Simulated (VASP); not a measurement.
Crystal: Au.

```xyz
1
Lattice="0.0000 2.0350 2.0350 2.0350 0.0000 2.0350 2.0350 2.0350 0.0000" Properties=species:S:1:pos:R:3 pbc="T T T"
Au    0.0000    0.0000    0.0000
```

```yaml
Program: VASP 6.6.1
Task: relaxation of cell and atoms
Functional: PBE
Dispersion: D4
Potentials_or_basis: VASP PAW PBE potentials, release 64 (Au)
Cutoff: 600 eV
k_mesh: 11 × 11 × 11
Occupations: fermi-dirac, width 0.05 eV
Spin: no spin polarisation
```

At the start: pressure 4.6 GPa; volume 16.85 Å³/atom.

Q: How do energy, volume and symmetry change on relaxing?

A: Over 5 steps the energy falls by 6.0 meV/atom and the volume is 17.29 Å³/atom (+2.6 %); space group Fm-3m (No. 225, to 0.05 Å).

Step by step:
| step | energy change (eV) | largest force (eV/Å) | pressure (GPa) | volume (Å³) |
| --- | --- | --- | --- | --- |
| 1 | 0.0000 | 0.0000 | 4.62 | 16.85 |
| 2 | 0.0101 | 0.0000 | -6.43 | 18.07 |
| 3 | -0.0060 | 0.0000 | -0.19 | 17.30 |
| 4 | -0.0060 | 0.0000 | 0.10 | 17.28 |
| 5 | -0.0060 | 0.0000 | 0.04 | 17.29 |

Final structure:
```cif
data_structure
_symmetry_space_group_name_H-M 'P 1'
_symmetry_Int_Tables_number 1
_cell_length_a 2.9026
_cell_length_b 2.9026
_cell_length_c 2.9026
_cell_angle_alpha 60.000
_cell_angle_beta 60.000
_cell_angle_gamma 60.000
_cell_volume 17.29
loop_
_atom_site_label
_atom_site_type_symbol
_atom_site_fract_x
_atom_site_fract_y
_atom_site_fract_z
_atom_site_occupancy
Au1 Au 0.00000 0.00000 0.00000 1
```

Caveat: pairwise dispersion overbinds metals, which lowers pressure and volume.
